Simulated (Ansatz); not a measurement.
Convergence of Si with the occupation rule

Computed with DFT PBE, scalar-relativistic, plane waves, PAW (Ansatz 0.2.0).

```
Si
1.0
    -3.31090    3.31090    3.31090
     3.31090   -3.31090    3.31090
     3.31090    3.31090   -3.31090
Si
8
Direct
  0.20600 0.20600 0.20600
  0.50000 0.00000 0.29400
  0.29400 0.50000 0.00000
  0.00000 0.29400 0.50000
  0.79400 0.79400 0.79400
  0.50000 0.00000 0.70600
  0.70600 0.50000 0.00000
  0.00000 0.70600 0.50000
```

```
plane-wave cutoff : 420 eV
Γ-centred k-mesh  : 8×8×8
spin treatment    : unpolarised
```

The atoms are held and the occupation rule is swept. Energies are extrapolated to zero smearing and count from the reference run, 8×8×8 Γ-centred mesh, Gaussian smearing 0.1 eV. The cell isn't necessarily relaxed at this level. Pressure is positive in compression.

```csv
"rule, width (eV)",ΔE (meV/atom),"ΔF, free energy (meV/atom)",P (GPa),largest change of a force component (eV/Å)
Gaussian 0.1,0.00,0.00,0.96,0.000
Gaussian 0.01,?,?,?,?
Gaussian 0.02,0.03,0.35,0.97,0.008
Gaussian 0.5,1.07,-8.18,0.95,0.036
Fermi–Dirac 0.01,0.03,0.34,0.97,0.008
Fermi–Dirac 0.1,-0.03,-1.83,0.96,0.010
Methfessel–Paxton 0.05,0.03,0.36,0.97,0.008
Methfessel–Paxton 0.1,0.00,0.36,0.97,0.007
Methfessel–Paxton 0.3,-0.07,0.49,0.96,0.001
cold 0.01,?,?,?,?
cold 0.02,?,?,?,?
cold 0.5,?,?,?,?
tetrahedron,-0.06,0.28,0.97,0.011
```

Fill in the withheld rows.

The withheld rows:

| rule, width (eV) | ΔE (meV/atom) | ΔF, free energy (meV/atom) | P (GPa) | largest change of a force component (eV/Å) |
| --- | --- | --- | --- | --- |
| Gaussian 0.01 | 0.03 | 0.37 | 0.97 | 0.009 |
| cold 0.01 | 0.03 | 0.37 | 0.97 | 0.009 |
| cold 0.02 | 0.03 | 0.37 | 0.97 | 0.009 |
| cold 0.5 | -1.53 | 1.28 | 0.89 | 0.005 |

This form isn't the element's structure at ambient conditions.